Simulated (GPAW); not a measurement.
SnO:

```xyz
4
Lattice="3.8137 0.0000 0.0000 0.0000 3.8137 0.0000 0.0000 0.0000 4.8869" Properties=species:S:1:pos:R:3 pbc="T T T"
Sn    1.9068    0.0000    3.7367
Sn    0.0000    1.9068    1.1503
O     0.0000    0.0000    0.0000
O     1.9068    1.9068    0.0000
```

The cell is a database's computed one.

```yaml
Program: GPAW 26.7.0
Task: relaxation of cell and atoms
Functional: PBEsol
Dispersion: D3(BJ)+ATM
Potentials_or_basis: PAW data sets generated in the run's folder for this functional
Cutoff: 800 eV
Basis: pw
k_mesh: 5 × 5 × 4
Occupations: fermi-dirac, width 0.05 eV
Spin: no spin polarisation
```

At the start: pressure -3.0 GPa; volume 17.77 Å³/atom.

Q: Where does the relaxation end?

A: Over 12 steps the energy falls by 15.3 meV/atom and the volume is 16.18 Å³/atom (-9.0 %); space group P4/nmm (No. 129, to 0.05 Å).

Step by step:
```tsv
step	energy change (eV)	largest force (eV/Å)	pressure (GPa)	volume (Å³)
1	0.0000	0.0209	-2.98	71.08
2	-0.0043	0.0628	-2.68	70.83
3	-0.0272	0.4022	0.28	68.24
4	-0.0312	0.3553	0.41	67.83
5	-0.0416	0.0330	0.09	66.51
6	-0.0427	0.0406	-0.02	66.25
7	-0.0449	0.1261	-0.18	65.92
8	-0.0498	0.2335	-0.43	65.30
9	-0.0556	0.2498	-0.49	64.68
10	-0.0596	0.1494	-0.31	64.51
11	-0.0611	0.0328	-0.09	64.65
12	-0.0612	0.0019	-0.01	64.70
```

Final structure:
```
Sn O
1.0
     3.76258    0.00000    0.00000
     0.00000    3.76258    0.00000
     0.00000    0.00000    4.57032
Sn O
2 2
Cartesian
  1.8813 0.0000 3.4149
  0.0000 1.8813 1.1555
  0.0000 0.0000 0.0000
  1.8813 1.8813 0.0000
```

Caveat: later steps reuse the first step's grids; pairwise dispersion overbinds metals, which lowers pressure and volume.
